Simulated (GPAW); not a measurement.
Crystal: MnO.

```
CELL_PARAMETERS angstrom
0.00000 2.22200 2.22200
2.22200 0.00000 2.22200
2.22200 2.22200 0.00000
ATOMIC_POSITIONS crystal
Mn 0.00000 0.00000 0.00000
O 0.50000 0.50000 0.50000
```

Base run:

* Program: GPAW 26.7.0
* Functional: r2SCAN
* Potentials or basis: GPAW PAW data sets (gpaw-data 1.2.1)
* Cutoff: 800 eV
* Basis: pw
* k mesh: 7 × 7 × 7
* Occupations: gaussian, width 0.05 eV
* Spin: collinear spin, ferromagnetic start
* Starting moments: [4.0, 0.0] μB
* Hubbard terms: Mn d U = 6 eV

Its results: band gap on the k mesh 1.40 eV, indirect (least direct gap 3.29 eV); pressure 8.1 GPa; net moment 5.00 μB per cell; site moments Mn +4.61; O +0.11 μB.

Problem. After a change of settings the same cell gave: band gap on the k mesh 1.20 eV, indirect (least direct gap 3.27 eV); pressure 7.5 GPa; net moment 5.00 μB per cell; site moments Mn +4.59; O +0.13 μB. Which change was it?
A. occupations from gaussian, width 0.05 eV to fermi-dirac, width 0.05 eV; hubbard terms from Mn d U = 6 eV to Mn d U = 3 eV
B. hubbard terms from Mn d U = 6 eV to Mn d U = 5 eV
C. occupations from gaussian, width 0.05 eV to fermi-dirac, width 0.05 eV; hubbard terms from Mn d U = 6 eV to none

Solution. B.

Caveats: the PAW data sets were made with another functional, which shifts forces and pressure a little; an odd mesh through Γ misses points on the zone boundary, where band edges often lie; a cell with one magnetic atom can't hold antiferromagnetic order, which such compounds often take.

Not every run made on this cell is shown here.
